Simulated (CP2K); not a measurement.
Runs of CP2K 2026.2 on ZrO2. Symmetry: Fm-3m, No. 225, cubic system. The conventional cell has a = 5.090 Å, b = 5.090 Å, c = 5.090 Å, α = 90.00°, β = 90.00°, γ = 90.00°. Zr (site symmetry m-3m) has 8 O at 2.20 Å as nearest neighbours. O (site symmetry -43m) is surrounded by 4 Zr at 2.20 Å. Measurements of this composition are mostly on another form, of space group No. 14.

| level | cutoff of the non-local correlation (Ry) | gap on the mesh (eV) | pressure (GPa) |
| --- | --- | --- | --- |
| PBEsol | - | 3.43 | (a) |
| LDA | - | 3.37 | -4.6 |
| revPBE | - | 3.52 | 8.6 |
| BEEF-vdW | 300 | 3.55 | (b) |
| optB88-vdW | 300 | 3.50 | 5.0 |

Alike in all rows: task atomic charges; potentials or basis POTENTIAL_UZH Zr GTH-PBE-q12, O GTH-PBE-q6; TZVP-MOLOPT-PBE-GTH basis; no spin polarisation; cell as given; k mesh 9 × 9 × 9; smearing fermi-dirac 0.05 eV.

Q: Fill in the values left out.

A: (a) -0.7; (b) 7.4.

Caveats: the potentials were made for another functional, which shifts forces and pressure; an odd mesh through Γ misses points on the zone boundary, where band edges often lie; the basis of atomic orbitals isn't converged, which shifts pressures, moduli and gaps.

A k mesh can miss the band edges, and the runs leave out spin-orbit coupling on Zr.

Runs at the PBE level aren't shown here.
